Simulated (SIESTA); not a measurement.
Crystal: Ge.

```
CELL_PARAMETERS angstrom
0.00000 2.82891 2.82891
2.82891 0.00000 2.82891
2.82891 2.82891 0.00000
ATOMIC_POSITIONS crystal
Ge 0.75000 0.75000 0.75000
Ge 0.50000 0.50000 0.50000
```

Base run:

```yaml
Program: SIESTA 5.4.2
Functional: revPBE
Potentials_or_basis: PseudoDojo 0.4 standard (PBE files)
Basis: DZP (energy shift 0.003 Ry; two zetas on semicore shells)
Grid_cutoff: 800 Ry
Energy_shift: 0.003 Ry
k_mesh: 8 × 8 × 8
Occupations: fermi-dirac, width 0.05 eV
Spin: no spin polarisation
```

Its results: band gap on the k mesh 0.20 eV, direct; pressure 6.9 GPa.

After a change of settings the same cell gave: band gap on the k mesh none (metal or under the smearing width); pressure 7.9 GPa. Which change was it?
A. functional from revPBE to PBE; potentials or basis from PseudoDojo 0.4 standard (PBE files) to SG15 1.2 (PBE files) or PseudoDojo by element
B. functional from revPBE to PW91
C. functional from revPBE to BLYP
D. functional from revPBE to PBE; basis from DZP (energy shift 0.003 Ry; two zetas on semicore shells) to DZ (energy shift 0.003 Ry; two zetas on semicore shells)

C.

Caveats: the potentials were made for another functional, which shifts forces and pressure; the basis of atomic orbitals isn't converged, which shifts pressures, moduli and gaps.
